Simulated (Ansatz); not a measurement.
A decomposition energy, worked out: In2As3

The calculation used DFT PBE, scalar-relativistic, plane waves, PAW in Ansatz. All cells share a 420 eV cutoff and Γ-centred k meshes spaced at most about 0.3 Å⁻¹ (about 0.25 or finer for metals, 2π included). No spin polarisation.

Formation energies are uncorrected and refer to the elements' standard structures at the same level.

Temperature and zero-point effects are left out. In In2As3 P-6m2 an odd number of electrons in the primitive cell allows no gap without spin; a larger cell or a magnetic state could open one. The reference form of As is held partly by dispersion forces, which this level lacks.

A trial structure of In2As3 (reached from: Co3Ge2 type (P-6m2); relaxed: space group P-6m2 (No. 187), a = 4.990 Å, c = 5.881 Å) has a formation energy of 0.244 eV/atom. It holds As–As pairs (shortest 2.42 Å). At its composition the lowest mixture among the elements and 1 reference phase computed alike (others may be missing) consists of these:

| phase | source | ΔE_f (eV/atom) |
| --- | --- | --- |
| As (solid) | element | -0.001 |
| InAs (F-43m) | Materials Project | -0.244 |

The lowest database cell of As (-0.001) lies slightly below the reference, hence the non-zero entry.

**Question.** Write the balanced decomposition and find its energy per atom, per formula unit and per mole of formula units.

**Answer.** Balancing In and As gives In2As3 → As + 2 InAs. The left side holds 5 atoms, and the products take 1/5 (As) and 4/5 (InAs) of them. The mixture therefore lies at 1/5 × (-0.001) + 4/5 × (-0.244) = -0.195 eV/atom. The reaction energy is -0.195 − (0.244) = -0.439 eV/atom. Times 5 atoms that is -2.195 eV per In2As3, and times 96.485 it is -212 kJ per mole of In2As3. Decomposition is downhill, so the trial structure is unstable against this mixture.
